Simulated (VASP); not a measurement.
# TiCo (Pm-3m) in VASP: settings compared, part 2 of 2

VASP 6.6.1. The steps go on from the part before.

## 3. Relaxation of cell and atoms, LDA, collinear spin, ferromagnetic start

The input, INCAR:

```
PREC = Accurate
ENCUT = 600
EDIFF = 1E-7
ISMEAR = -1
SIGMA = 0.05
LREAL = F
LASPH = T
NELM = 150
ALGO = Normal
ISIF = 3
LWAVE = F
LCHARG = F
ISPIN = 2
MAGMOM = 2 1
LORBIT = 11
LMAXMIX = 4
GGA = CA
IBRION = 2
NSW = 40
EDIFFG = -0.01
```

The input, KPOINTS:

```
Automatic mesh
0
Gamma
  8 8 8
```

The input, POSCAR:

```
TiCo
1.0
    2.9861109900      0.0000000000      0.0000000000
    0.0000000000      2.9861109900      0.0000000000
    0.0000000000      0.0000000000      2.9861109900
Co Ti
1 1
Direct
    0.5000000000      0.5000000000      0.5000000000
    0.0000000000      0.0000000000      0.0000000000
```

Potentials or basis: VASP PAW LDA potentials, release 64 (Co, Ti_sv).

Run with:

```console
> cat potpaw_LDA.64/Co/POTCAR potpaw_LDA.64/Ti_sv/POTCAR > POTCAR
> mpirun -np 1 vasp_std > vasp.out
```

OUTCAR:

```text
PREC = Accurate
   ENCUT = 600
   EDIFF = 1E-7
   ISMEAR = -1
   LREAL = F
   LASPH = T
   NELM = 150
   ISIF = 3
   ISPIN = 2
   LORBIT = 11
   GGA = CA
   IBRION = 2
   NSW = 40
   EDIFFG = -0.01

 ion  position               nearest neighbor table
   1  0.500  0.500  0.500-   2 2.59   2 2.59   2 2.59   2 2.59   2 2.59   2 2.59   2 2.59   2 2.59

   2  0.000  0.000  0.000-   1 2.59   1 2.59   1 2.59   1 2.59   1 2.59   1 2.59   1 2.59   1 2.59

  LATTYP: Found a simple cubic cell.
 ALAT       =     2.9861109900

  Lattice vectors:

 A1 = (   2.9861109900,   0.0000000000,   0.0000000000)
 A2 = (   0.0000000000,   2.9861109900,   0.0000000000)
 A3 = (   0.0000000000,   0.0000000000,   2.9861109900)

Analysis of symmetry for initial positions (statically):
=====================================================================
 Subroutine PRICEL returns:
 Original cell was already a primitive cell.

 Routine SETGRP: Setting up the symmetry group for a
 simple cubic supercell.

 Subroutine GETGRP returns: Found 48 space group operations
 (whereof 48 operations were pure point group operations)
 out of a pool of 48 trial point group operations.

The static configuration has the point symmetry O_h .

Analysis of symmetry for dynamics (positions and initial velocities):
=====================================================================
 Subroutine PRICEL returns:
 Original cell was already a primitive cell.

 Routine SETGRP: Setting up the symmetry group for a
 simple cubic supercell.

 Subroutine GETGRP returns: Found 48 space group operations
 (whereof 48 operations were pure point group operations)
 out of a pool of 48 trial point group operations.

The dynamic configuration has the point symmetry O_h .

Analysis of structural, dynamic, and magnetic symmetry:
=====================================================================
 Subroutine PRICEL returns:
 Original cell was already a primitive cell.

 Routine SETGRP: Setting up the symmetry group for a
 simple cubic supercell.

 Subroutine GETGRP returns: Found 48 space group operations
 (whereof 48 operations were pure point group operations)
 out of a pool of 48 trial point group operations.

The overall configuration has the point symmetry O_h .

 Subroutine INISYM returns: Found 48 space group operations
 (whereof 48 operations are pure point group operations),
 and found     1 'primitive' translations

----------------------------------------------------------------------------------------

                                     Primitive cell

  volume of cell :      26.6267

  direct lattice vectors                    reciprocal lattice vectors
     2.986110990  0.000000000  0.000000000     0.334883735  0.000000000  0.000000000
     0.000000000  2.986110990  0.000000000     0.000000000  0.334883735  0.000000000
     0.000000000  0.000000000  2.986110990     0.000000000  0.000000000  0.334883735

  length of vectors
     2.986110990  2.986110990  2.986110990     0.334883735  0.334883735  0.334883735

  position of ions in fractional coordinates (direct lattice)
     0.500000000  0.500000000  0.500000000
     0.000000000  0.000000000  0.000000000

  ion indices of the primitive-cell ions
[... 25 lines left out ...]
 Subroutine IBZKPT returns following result:
 ===========================================

 Found     35 irreducible k-points:

 Following reciprocal coordinates:
            Coordinates               Weight
  0.000000  0.000000  0.000000      1.000000
  0.125000  0.000000  0.000000      6.000000
  0.250000  0.000000  0.000000      6.000000
  0.375000  0.000000  0.000000      6.000000
  0.500000  0.000000  0.000000      3.000000
  0.125000  0.125000  0.000000     12.000000
[... 16 lines left out ...]
  0.375000  0.375000  0.125000     24.000000
  0.500000  0.375000  0.125000     24.000000
 [... further k-points ...]
   k-points           NKPTS =     35   k-points in BZ     NKDIM =     35   number of bands    NBANDS=     16
   number of dos      NEDOS =    301   number of ions     NIONS =      2
   total plane-waves  NPLWV =  13824
   dimension x,y,z NGX =    24 NGY =   24 NGZ =   24
   dimension x,y,z NGXF=    48 NGYF=   48 NGZF=   48
   ions per type =               1   1
   NGX,Y,Z   is equivalent  to a cutoff of  13.36, 13.36, 13.36 a.u.
   NGXF,Y,Z  is equivalent  to a cutoff of  26.72, 26.72, 26.72 a.u.
 SYSTEM =  unknown system
   PREC   = accura    normal or accurate (medium, high low for compatibility)
   ISTART =      0    job   : 0-new  1-cont  2-samecut
   ICHARG =      2    charge: 1-file 2-atom 10-const
   ISPIN  =      2    spin polarized calculation?
   LNONCOLLINEAR =      F non collinear calculations
   LSORBIT =      F    spin-orbit coupling
   LASPH  =      T    aspherical Exc in radial PAW
   ENCUT  =  600.0 eV  44.10 Ry    6.64 a.u.   5.96  5.96  5.96*2*pi/ulx,y,z
   NELM   =    150;   NELMIN=  2; NELMDL= -5     # of ELM steps
   EDIFF  = 0.1E-06   stopping-criterion for ELM
   LREAL  =      F    real-space projection
   EDIFFG = -.1E-01   stopping-criterion for IOM
   NSW    =     40    number of steps for IOM
   IBRION =      2    ionic relax: 0-MD 1-quasi-New 2-CG
   NFREE  =      1    steps in history (QN), initial steepest desc. (CG)
   ISIF   =      3    stress and relaxation
   ISYM   =      2    0-nonsym 1-usesym 2-fastsym
   POTIM  = 0.5000    time-step for ionic-motion
   TEBEG  =    0.0;   TEEND  =   0.0 temperature during run
   PSTRESS=    0.0 pullay stress
   NELECT =      21.0000    total number of electrons
   NUPDOWN=      -1.0000    fix difference up-down
   EMIN   =  10.00;   EMAX   =-10.00  energy-range for DOS
   EFERMI =   0.00;   METHOD = LEGACY
   ISMEAR =    -1;   SIGMA  =   0.05  broadening in eV -4-tet -1-fermi 0-gaus
   EFERMI_NEDOS =   21; number of points for ismear=-14 and -15
   IALGO  =     38    algorithm
   IMIX   =      4    mixing-type and parameters
     AMIX     =   0.40;   BMIX     =  1.00
     AMIX_MAG =   1.60;   BMIX_MAG =  1.00
  volume/ion in A,a.u.               =      13.31        89.84
  Fermi-wavevector in a.u.,A,eV,Ry     =   1.512546  2.858298 31.127355  2.287796
  Thomas-Fermi vector in A             =   2.622456
   LORBIT       =     11    0 simple, 1 ext, 2 COOP (PROOUT), +10 PAW based schemes
   GGA     = CA    functional components
   LHFCALC =     F    Hartree Fock is set to
   AEXX    =    0.0000 exact exchange contribution
   IVDW    =     0    specifies the selected vdW correction
   LEPSILON=     F    determine dielectric tensor
   LRPA    =     F    only Hartree local field effects (RPA)
 conjugate gradient relaxation of ions
 spin polarized calculation
  energy-cutoff  :      600.00
  volume of cell :       26.63
 maximum number of plane-waves:       912
 NGX is ok and might be reduce to    24
   NGX = 11   NGY = 11   NGZ = 11

--------------------------------------- Ionic step        1  -------------------------------------------

 number of electron      20.9999983 magnetization       0.0055328

 number of electron      20.9999983 magnetization      -0.0001813

 Free energy of the ion-electron system (eV)
  ---------------------------------------------------
  ext. energy  EPLUGINS =         0.00000000
  ---------------------------------------------------
  free energy    TOTEN  =       -17.49956914 eV

  energy without entropy =      -17.48148559  energy(sigma->0) =      -17.49052737

 E-fermi :   9.6138     XC(G=0): -12.8856

 val. band max:        9.6063910471   @ k =   0.5000   0.1250   0.1250
 cond. band min:       9.6347947231   @ k =   0.5000   0.5000   0.1250
 fundamental gap:      0.0284036760
 Fermi energy:         9.6137827355

 spin component 1

 k-point     1 :       0.0000    0.0000    0.0000
  band No.  band energies     occupation
      1     -46.8872      1.00000
      2     -23.3590      1.00000
      3     -23.3590      1.00000
      4     -23.3590      1.00000
      5       2.0477      1.00000
      6       5.8804      1.00000
[... 1020 lines left out ...]
 number of electron      21.0000013 magnetization       0.0000008

 number of electron      21.0000013 magnetization      -0.0000020

 Free energy of the ion-electron system (eV)
  ---------------------------------------------------
  ext. energy  EPLUGINS =         0.00000000
  ---------------------------------------------------
  free energy    TOTEN  =       -17.61510704 eV

  energy without entropy =      -17.59871521  energy(sigma->0) =      -17.60691112

 E-fermi :  10.8246     XC(G=0): -13.3622

 val. band max:       10.8033976005   @ k =   0.5000   0.3750   0.0000
 cond. band min:      10.8837109294   @ k =   0.5000   0.3750   0.2500
 fundamental gap:      0.0803133290
 Fermi energy:        10.8246047952

 spin component 1

 k-point     1 :       0.0000    0.0000    0.0000
  band No.  band energies     occupation
      1     -45.5486      1.00000
      2     -21.9888      1.00000
      3     -21.9888      1.00000
      4     -21.9888      1.00000
      5       2.8836      1.00000
      6       6.5780      1.00000
[... 936 lines left out ...]
  FREE ENERGIE OF THE ION-ELECTRON SYSTEM (eV)
  ---------------------------------------------------
  free  energy   TOTEN  =       -17.6151070384 eV

  energy  without entropy=      -17.5987152100  energy(sigma->0) =      -17.60691112

 reached required accuracy - stopping structural energy minimisation

 total charge

# of ion       s       p       d       tot
------------------------------------------
    1        0.563   0.488   7.422   8.473
    2        2.269   6.207   1.959  10.436
--------------------------------------------------
tot          2.832   6.695   9.381  18.909

 magnetization (x)

# of ion       s       p       d       tot
------------------------------------------
    1       -0.000   0.000  -0.000  -0.000
    2        0.000   0.000   0.000   0.000
--------------------------------------------------
tot          0.000   0.000  -0.000   0.000
```

It took 34 s on 1 thread of Intel Xeon 6975P-C (Granite Rapids), shared host; peak memory 0.16 GiB.

Results:

```yaml
Free_energy: -17.6151 eV
Relaxed_volume: 12.20 Å³/atom
Relaxed_cell: a = 2.900 Å, b = 2.900 Å, c = 2.900 Å, α = 90.00°, β = 90.00°, γ = 90.00°
Space_group_after_relaxing_to_0.05_Å: Pm-3m (No. 221)
Energy_gained_by_relaxing: 57.8 meV/atom
Ionic_steps: 4
Pressure_after_relaxing: -0.1 GPa
Band_gap_on_the_k_mesh: none (metal or under the smearing width)
Net_moment: 0.00 μB per cell
Valence_electrons_inside_the_program's_atomic_spheres: Co 8.47; Ti 10.44
```

The path:
```csv
step,energy change (eV),largest force (eV/Å),pressure (GPa),volume (Å³)
1,0.0000,0.0000,-15.36,26.63
2,0.0654,0.0000,26.51,22.01
3,-0.1155,0.0000,-0.41,24.44
4,-0.1155,0.0000,-0.09,24.40
```

Final structure:
```
Co Ti
1.0
     2.90025    0.00000    0.00000
     0.00000    2.90025    0.00000
     0.00000    0.00000    2.90025
Co Ti
1 1
Direct
  0.50000 0.50000 0.50000
  0.00000 0.00000 0.00000
```

Levels at points of the mesh, in eV from the Fermi level:
Spin up:
```
           k point  band 8  band 9  band 10  band 11  band 12  band 13
(0.00, 0.00, 0.00)   -1.62   -1.62    -1.62     0.82     0.82     3.02
(0.50, 0.00, 0.00)   -1.69   -1.69    -1.14    -0.98     0.20     0.65
(0.50, 0.50, 0.00)   -2.70   -0.68    -0.16     0.89     0.89     1.33
(0.50, 0.50, 0.50)   -2.34   -2.34    -2.34    -0.64    -0.64     3.45
```
Spin down:
| k point | band 7 | band 8 | band 9 | band 10 | band 11 | band 12 | band 13 | band 14 |
| --- | --- | --- | --- | --- | --- | --- | --- | --- |
| (0.00, 0.00, 0.00) | -4.25 | -1.62 | -1.62 | -1.62 | 0.82 | 0.82 | 3.02 | 3.02 |
| (0.50, 0.00, 0.00) | -2.68 | -1.69 | -1.69 | -1.14 | -0.98 | 0.20 | 0.65 | 0.65 |
| (0.50, 0.50, 0.00) | -2.70 | -2.70 | -0.68 | -0.16 | 0.89 | 0.89 | 1.33 | 2.87 |
| (0.50, 0.50, 0.50) | -2.62 | -2.34 | -2.34 | -2.34 | -0.64 | -0.64 | 3.45 | 3.45 |

Caveat: the starting moments collapsed, and a magnetic state may lie lower.
